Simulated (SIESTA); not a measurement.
BP:

```
CELL_PARAMETERS angstrom
0.00000 2.26900 2.26900
2.26900 0.00000 2.26900
2.26900 2.26900 0.00000
ATOMIC_POSITIONS crystal
P 0.75000 0.75000 0.75000
B 0.00000 0.00000 0.00000
```

```yaml
Program: SIESTA 5.4.2
Task: single point
Functional: PBE
Potentials_or_basis: PseudoDojo 0.4 standard (PBE files)
Basis: DZP (energy shift 0.002 Ry)
Grid_cutoff: 500 Ry
Energy_shift: 0.002 Ry
k_mesh: 10 × 10 × 10
Occupations: fermi-dirac, width 0.05 eV
Spin: no spin polarisation
```

On this cell: pressure 4.4 GPa; largest force zero by symmetry; band gap on the k mesh 1.29 eV, indirect (least direct gap 3.43 eV).

The same run follows on a disturbed copy (atoms moved at random, drawn with an rms of 0.05 Å):

```xyz
2
Lattice="0.0000 2.2690 2.2690 2.2690 0.0000 2.2690 2.2690 2.2690 0.0000" Properties=species:S:1:pos:R:3 pbc="T T T"
P     3.4011    3.3991    3.4266
B     0.0149   -0.0276   -0.0015
```

Q: What changes?

A: The energy moves by +7.2 meV/atom; pressure 4.5 GPa; largest force 0.736 eV/Å; band gap on the k mesh 0.94 eV, indirect (least direct gap 2.87 eV).

Forces on the atoms (eV/Å):
```
P    0.324 -0.452 -0.483
B   -0.324  0.452  0.482
```

Stress tensor (GPa, compression positive):
```
 4.57  1.49  1.39
 1.49  4.53 -1.00
 1.39 -1.00  4.52
```

Caveats: the basis of atomic orbitals isn't converged, which shifts pressures, moduli and gaps.

A k mesh can miss the band edges.
